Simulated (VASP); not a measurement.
# ZnS: single point with PBEsol

**What was measured.**

From a printed reference work, monograph, for a bulk crystal of ZnS at 4 K: band gap 3.911 eV (direct).

The system is ZnS.

```
Zn S
1.0
     3.75135    0.00000    0.00000
    -1.87568    3.24877    0.00000
     0.00000    0.00000    6.16045
Zn S
2 2
Direct
  0.33333 0.66667 0.00555
  0.66667 0.33333 0.50555
  0.33333 0.66667 0.37945
  0.66667 0.33333 0.87945
```

| Quantity | Value |
| --- | --- |
| Program | VASP 6.6.1 |
| Task | single point |
| Functional | PBEsol |
| Potentials or basis | VASP PAW PBE potentials, release 64 (Zn, S) |
| Cutoff | 520 eV |
| k mesh | 6 × 6 × 4 |
| Occupations | gaussian, width 0.01 eV |
| Spin | no spin polarisation |

```yaml
Pressure: 2.3 GPa
Band_gap_on_the_k_mesh: 2.27 eV, direct
```

Levels at points of the mesh, in eV from the valence-band top:
```tsv
k point	band 14	band 15	band 16	band 17	band 18	band 19	band 20	band 21	band 22	band 23
(0.00, 0.00, 0.00)	-0.98	-0.98	-0.10	0.00	0.00	2.27	3.07	6.18	6.18	6.43
(0.50, 0.00, 0.00)	-4.36	-3.55	-2.44	-1.87	-0.96	3.49	4.26	4.94	6.78	7.50
(0.00, 0.00, 0.50)	-3.03	-0.51	-0.51	-0.51	-0.51	3.57	3.57	6.66	6.66	6.66
(0.50, 0.00, 0.50)	-5.15	-1.78	-1.78	-1.76	-1.76	3.41	3.41	5.08	5.08	8.79
```

It took 36 s on 1 thread of Intel Xeon 6975P-C, on a shared host, peak memory 0.2 GiB.

A measured gap of ZnS is 3.911 eV (direct; 4 K; a printed reference work, monograph); the calculated 2.27 eV misses it by -1.64 eV. The value is that of PBEsol, without temperature or zero-point motion. Semilocal functionals fall short of measured gaps as a rule.

Caveat: the PAW data sets were made with another functional, which shifts forces and pressure a little.
